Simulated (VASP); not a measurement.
Input of a VASP 6.6.1 run:

INCAR

```
SYSTEM = AlNi
ALGO     = Fast           ! electronic algorithm
EDIFF    = 1E-6           ! SCF threshold, eV
ENCUT    = 520            ! plane-wave cutoff, eV
GGA      = PS             ! functional
ISIF     = 2              ! what is computed and relaxed
ISMEAR   = 0              ! smearing method
LASPH    = .TRUE.         ! aspherical terms in the spheres
LCHARG   = .FALSE.        ! write CHGCAR
LREAL    = .FALSE.        ! projectors in reciprocal space
LWAVE    = .FALSE.        ! write WAVECAR
NBANDS   = 14             ! bands
NELM     = 100            ! most SCF steps
PREC     = Accurate       ! precision mode
SIGMA    = 0.15           ! smearing width, eV
```

File KPOINTS:

```
k-points
0
G
  18 18 16
  0 0 0
```

File POSCAR:

```
AlNi
1.0
    1.9386940000     -1.9531901500      0.0000000000
    1.9386940000      1.9531901500      0.0000000000
    0.0000000000      0.0000000000      3.0994300413
Al Ni
1 1
Direct
    0.0000000000      0.0000000000      0.0000000000
    0.5193429185      0.5193429185      0.5000000000
```

Potentials or basis: VASP PAW PBE potentials, release 64 (Al, Ni).

Run with:

```console
$ cat potpaw_PBE.64/Al/POTCAR potpaw_PBE.64/Ni/POTCAR > POTCAR
$ mpirun -np 1 vasp_std > vasp.out
```

**Question.** Predict the largest force.

**Answer.** 0.450 eV/Å.

**Question.** Predict the pressure.

**Answer.** 1.0 GPa.

**Question.** What does it give for the band gap on the k mesh?

**Answer.** None (metal or under the smearing width).

Stress tensor (GPa, compression positive):
```
 4.24  0.00  0.00
 0.00  1.97  0.00
 0.00  0.00 -3.15
```

Caveat: the PAW data sets were made with another functional, which shifts forces and pressure a little. Spin polarisation is off, so any magnetic state and its effect on volume and gap are missing.
